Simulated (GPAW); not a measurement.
# GaSb (Immm) in GPAW: single point with PBE

Aim: the single point of GaSb with PBE.

Program: GPAW 26.7.0. These are calculated values, not measurements. Logs are shortened: lines on timing, memory, paths and dates and some standing lists are left out, and cuts for length are marked. The log counts tension as positive stress, the text compression.

## 1. The structure

Symmetry: Immm, No. 71, orthorhombic system. Conventional cell: a = 3.112 Å, b = 5.350 Å, c = 5.787 Å, α = 90.00°, β = 90.00°, γ = 90.00°. Sb (site symmetry mmm) is surrounded by 6 Ga at 2.89 to 3.09 Å and 2 Sb at 3.11 Å. Ga (site symmetry mmm) is surrounded by 6 Sb at 2.89 to 3.09 Å and 2 Ga at 3.11 Å.

Measurements of this composition are mostly on another form, of space group No. 216.

## 2. Single point, PBE

Contents of run.py:

```python
from ase import Atoms
from ase.dft.bandgap import bandgap
from ase.io import write
from ase.units import GPa
from gpaw import GPAW, PW

atoms = Atoms(['Sb', 'Ga'],
              cell=[[-1.555901, 2.675003, 2.893313],
                    [1.555901, -2.675003, 2.893313],
                    [1.555901, 2.675003, -2.893313]],
              scaled_positions=[[0.5, 0.5, 0.0],
                                [0.0, 0.0, 0.0]],
              pbc=True)

calc = GPAW(mode=PW(400),
            xc='PBE',
            kpts={'size': (8, 8, 8), 'gamma': True},
            occupations={'name': 'fermi-dirac', 'width': 0.05},
            nbands=18,
            maxiter=120,
            txt='gpaw.txt')
atoms.calc = calc
energy = atoms.get_potential_energy()
forces = atoms.get_forces()
stress = atoms.get_stress()
calc.write('gs.gpw')
write('result.traj', atoms)
print(f'Energy: {energy:.6f} eV')
print('Forces (eV/A):')
print(forces.round(4))
print('Stress (GPa):', (stress / GPa).round(3))
print('Fermi level:', round(calc.get_fermi_level(), 4), 'eV')
print(f'Gap: {bandgap(calc)[0]:.4f} eV, direct: {bandgap(calc, direct=True)[0]:.4f} eV')
```

Potentials or basis: GPAW PAW data sets (gpaw-data 1.2.1), pw.

Launch:

```
> OMP_NUM_THREADS=1 python run.py
```

gpaw.txt:

```text
__  _  _
 | _ |_)|_||  |
 |__||  | ||/\| - 26.7.0

Input parameters:
  mode=PW(ecut=400.0),
  kpts=MonkhorstPack(size=(8, 8, 8), gamma=True),
  maxiter=120,
  nbands=18,
  occupations=Occupations(name='fermi-dirac', width=0.05),
  xc=XC(name='PBE')

Diagonalizing LCAO Hamiltonian
Converting LCAO to pw mode

       Sb

       Ga

Atoms  # Å, Bohr magnetons
|   | symbol |        x |        y |        z |    initial magnetic moments |
|---|--------|----------|----------|----------|-----------------------------|
| 0 |     Sb | 0.000000 | 0.000000 | 2.893313 | ( 0.0000,  0.0000,  0.0000) |
| 1 |     Ga | 0.000000 | 0.000000 | 0.000000 | ( 0.0000,  0.0000,  0.0000) |

Unit cell  # Å
| periodic |         x |         y |         z |  lengths |     angles |
|----------|-----------|-----------|-----------|----------|------------|
|      yes | -1.555901 |  2.675003 |  2.893313 | 4.236476 | 136.906161 |
|      yes |  1.555901 | -2.675003 |  2.893313 | 4.236476 | 101.689814 |
|      yes |  1.555901 |  2.675003 | -2.893313 | 4.236476 |  93.850369 |

Number of symmetries: 8
Symmetry operations  # r_c * U_cc + t_c -> r_c
|   | kind |            matrix            |
|---|------|------------------------------|
| 0 |  σ   |  1, 1, 1,  0, 0,-1,  0,-1, 0 |
| 1 |  E   |  1, 0, 0,  0, 1, 0,  0, 0, 1 |
| 2 |  C2  |  0, 1, 0,  1, 0, 0, -1,-1,-1 |
| 3 |  C2  |  0, 0, 1, -1,-1,-1,  1, 0, 0 |
| 4 |  σ   |  0, 0,-1,  1, 1, 1, -1, 0, 0 |
| 5 |  σ   |  0,-1, 0, -1, 0, 0,  1, 1, 1 |
| 6 |  i   | -1, 0, 0,  0,-1, 0,  0, 0,-1 |
| 7 |  C2  | -1,-1,-1,  0, 0, 1,  0, 1, 0 |

BZ-sampling:
  Number of BZ points: 512
  Number of IBZ points: 95

  Monkhorst-Pack size: [8, 8, 8]
  Monkhorst-Pack shift: [0.0625, 0.0625, 0.0625]

K-points  # in reciprocal-cell coordinates
|     |                                coordinates |     weight |
|-----|--------------------------------------------|------------|
|   0 | (  0.00000000,   0.00000000,   0.00000000) | 0.00195312 |
|   1 | (  0.12500000,  -0.12500000,  -0.12500000) | 0.00390625 |
|   2 | (  0.12500000,  -0.12500000,   0.00000000) | 0.00781250 |
|   3 | (  0.12500000,  -0.12500000,   0.12500000) | 0.00390625 |
|   4 | (  0.12500000,   0.00000000,  -0.12500000) | 0.00781250 |
|   5 | (  0.12500000,   0.00000000,   0.00000000) | 0.00781250 |
|   6 | (  0.12500000,   0.12500000,  -0.12500000) | 0.00390625 |
|   7 | (  0.25000000,  -0.25000000,  -0.25000000) | 0.00390625 |
|   8 | (  0.25000000,  -0.25000000,  -0.12500000) | 0.00781250 |
|   9 | (  0.25000000,  -0.25000000,   0.00000000) | 0.00781250 |
| ... |                                            |            |
|  94 | (  0.50000000,   0.50000000,   0.50000000) | 0.00195312 |

Plane wave coefficients: 894
Cutoff: 400.0 eV

Spin-components: 1 (collinear spins)
Bands:           18
Projectors:      11
Spin-degeneracy: 2
Datatype:        complex128

Parallelization:
  kpt:    1
  domain: 1
  band:   1

Density:
  Valence electrons: 18.0
  Components: 1
  Grid points: [20 20 20]
  Charge: 0.0  # |e|

Potential:
  Grid points: [20 20 20]

species:
  Sb:
    name:    Antimony
    Z:       51.0
    valence: 15
    core:    36
    charge:  0.0  # [|e|]
    compensation charges:
      type: gauss
      rc: 0.36  # [Å]
      lmax: 2
    cutoffs:
      filter: 2.23  # [Å]
      core: 2.23  # [Å]
    projectors
    | kind |    occ | energy [eV] | rcut [Å] |
    |------|--------|-------------|----------|
    |   5s |  2.000 |     -12.815 |    1.154 |
    |   5p |  3.000 |      -4.830 |    1.233 |
    |   4d | 10.000 |     -33.514 |    1.196 |
    |    s |        |      14.396 |    1.154 |
    |    p |        |      22.381 |    1.233 |
    |    d |        |      -6.303 |    1.196 |

    Using partial waves for Sb as LCAO basis

  Ga:
    name:    Gallium
    Z:       31.0
    valence: 3
    core:    28
    charge:  0.0  # [|e|]
    compensation charges:
      type: gauss
      rc: 0.37  # [Å]
      lmax: 2
    cutoffs:
      filter: 2.06  # [Å]
      core: 4.17  # [Å]
    projectors
    | kind |    occ | energy [eV] | rcut [Å] |
    |------|--------|-------------|----------|
    |   4s |  2.000 |      -8.945 |    1.164 |
    |   4p |  1.000 |      -2.580 |    1.164 |
    |    s |        |      18.266 |    1.164 |
    |    p |        |      24.631 |    1.164 |
    |    d |        |       0.000 |    1.164 |

    Using partial waves for Ga as LCAO basis

Reference energy: -229166.229777  # eV

eigensolver:
  PPCG
  Converge bands: occupied
  niter=2

density mixing:
  MSR1-Mixer
  Pratt-step length: 0.05
  Maximum mixing coefficient: 0.75
  Old densities: 10
  SVD Regularization: 0.005
  Good broyden scale: 1.0
  Trust region scale: 1.0
  Backstep threshold: 4.0
  History deletion threshold: 6.0
  Fourier metric: weight=20.0, sigma=0.015

occupation numbers:
  Fermi-Dirac:
    width: 0.0500  # eV

poisson solver:
  ecut: 3200.0  # eV

xc functional:
  name: PBE with 2 nearest neighbor stencil

convergence criteria:
- Maximum [total energy] change in last 3 cyles: 0.0005 eV / valence electron
- Maximum integral of absolute [dens]ity change: 0.0001 electrons / valence electron
- Maximum integral of absolute [eigenst]ate change: 4e-08 eV^2 / valence electron
maximum number of iterations: 120

SCF iterations
|iter     | |      energy | eigst |  dens |
|---------|-|-------------|-------|-------|
|iter:   1| |   -7.152030 | -0.01 |       |
|iter:   2| |   -7.153170 | -2.38 | -1.55 |
|iter:   3| |   -7.144012 | -2.84 | -1.58 |
|iter:   4| |   -7.144923 | -3.60 | -2.10 |
|iter:   5| |   -7.145009c| -4.90 | -2.77 |
|iter:   6| |   -7.145033c| -5.58 | -3.18 |
|iter:   7| |   -7.145035c| -6.93 | -3.96 |
|iter:   8| |   -7.145035c| -7.76c| -4.47c|

Converged in 8 steps
Energy contributions relative to reference atoms: (reference = -229166.229777)

Energy contributions:
  Kinetic:           7.367164
  Coulomb:          -6.534428
  Zero:              0.229490
  External:          0.000000
  Xc:               -8.202945
  Entropy:          -0.008633
  Spinorbit:         0.000000
  ----------------------------
  Free energy:      -7.149351
  Extrapolated:     -7.145035

dipole moment: (-9.627345, -16.551938, 2.997610)  # |e|*Ang

Fermi level: 6.524
Eigenvalues  # (at kpt = [0.000, 0.000, 0.000])
| band index |      eig [eV] | occ [0-2] |
|------------|---------------|-----------|
|          0 |       -22.418 |     2.000 |
|          1 |       -22.304 |     2.000 |
|          2 |       -22.296 |     2.000 |
|          3 |       -22.292 |     2.000 |
|          4 |       -22.292 |     2.000 |
|          5 |        -5.336 |     2.000 |
[... 10 lines left out ...]
|         16 |        18.167 |     0.000 |
|         17 |        18.714 |     0.000 |

No gap
No difference between direct/indirect transitions

Forces  # eV/Ang
|       x |       y |        z |
|---------|---------|----------|
| 0.00000 | 0.00000 | -0.00000 |  # Sb   0
| 0.00000 | 0.00000 |  0.00000 |  # Ga   1

Stress tensor  # eV/Ang^3
|         x |         y |        z |
|-----------|-----------|----------|
|  0.000367 | -0.000000 | 0.000000 |
| -0.000000 |  0.022860 | 0.000000 |
|  0.000000 |  0.000000 | 0.026836 |

# Writing to gs.gpw (mode='')
```

stdout:

```text
Energy: -7.145035 eV
Forces (eV/A):
[[ 0.  0. -0.]
 [ 0.  0.  0.]]
Stress (GPa): [ 0.059  3.663  4.3    0.     0.    -0.   ]
Fermi level: 6.5237 eV
Gap: 0.0000 eV, direct: 0.0000 eV
```

Run time: 24 s. Hardware: 1 thread of Arm Neoverse V1, shared host; peak memory 0.16 GiB.

The run converged, but some of its settings lie outside the range that counts as converged, so its numbers aren't taken as properties of the crystal.

What came out:

```yaml
Free_energy: -7.1494 eV
Pressure: -2.7 GPa
Band_gap_on_the_k_mesh: none (metal or under the smearing width)
```

Caveat: the cutoff is short for stress and forces, so pressures can be off by a GPa or more.
